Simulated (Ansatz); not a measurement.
## Infrared modes and screening in BaTiO3 (R3m)

Measured values to be reproduced:
- Raman mode: about 489 cm⁻¹ (P7, present only in the rhombohedral phase; Raman spectroscopy, 514.5 nm; powder; polycrystalline powder; exact temperature not stated, below about 190 K; “Effect of phonon anharmonicity on ferroelectricity in EuxBa1-xTiO3”, 2021, arxiv:2110.12692)

Perturbation theory with PBEsol in the PAW code Ansatz on the PBEsol cell, ground state and force constants on a 6×6×6 mesh. (Simulation; spin polarisation is off.)

The symmetry is R3m (No. 160, trigonal); a = 5.635 Å, c = 6.925 Å in the conventional setting, 12.69 Å³ an atom. Ba is surrounded by 12 O at 2.76–2.89 Å; Ti is surrounded by 6 O at 1.88–2.12 Å; O is surrounded by 2 Ti at 1.88–2.12 Å and 4 Ba at 2.76–2.89 Å.

```cif
data_structure
_symmetry_space_group_name_H-M 'R3m:H'
_symmetry_Int_Tables_number 160
_cell_length_a 5.6346
_cell_length_b 5.6346
_cell_length_c 6.9253
_cell_angle_alpha 90.000
_cell_angle_beta 90.000
_cell_angle_gamma 120.000
_cell_volume 190.41
loop_
_atom_site_label
_atom_site_type_symbol
_atom_site_symmetry_multiplicity
_atom_site_Wyckoff_symbol
_atom_site_fract_x
_atom_site_fract_y
_atom_site_fract_z
_atom_site_occupancy
Ba1 Ba 3 a 0.33333 0.66667 0.66430 1
Ti1 Ti 3 a 0.33333 0.66667 0.15324 1
O1 O 9 b 0.49791 0.99581 0.01166 1
```

Optical modes without the longitudinal term:
```csv
ω (cm⁻¹),degeneracy,"IR intensity, summed over the level ((D/Å)²/amu)"
164,2,31.19
168,1,5.45
207,2,104.72
262,1,44.28
275,1,0.00
293,2,0.00
473,2,14.72
517,1,9.20
```

The zone-centre optical frequencies run from 164 to 517 cm⁻¹, none imaginary (the rest of the zone wasn't tested). With the long-range field the highest mode reaches 692 cm⁻¹. Of the real levels 6 are infrared active, the strongest at 207 cm⁻¹.

The electronic dielectric tensor ε∞ is 6.16 along x and y, 5.71 along z. With the ions relaxed, ε⁰ is 68 along x and y, 35 along z. Born charges, averaged over directions: Ba +2.80, Ti +6.31, O -3.04 e.

For comparison, on the r2SCAN cell the mean ε∞ is 5.25 with r2SCAN (ground state on 6×6×6; least gap 2.87 eV), 5.71 with PBE.

Comparison with experiment:
- Raman mode at 489 cm⁻¹ (P7, present only in the rhombohedral phase): the nearest PBEsol mode at Γ lies at 473 cm⁻¹ (-3.3 %).
Reports marked as nanostructured, strained, doped, implanted or mixed samples, and transport gaps, were set aside. Modes are paired by degeneracy and infrared activity, where the label gives them, and frequency; they are harmonic.

Spin-orbit coupling is left out.
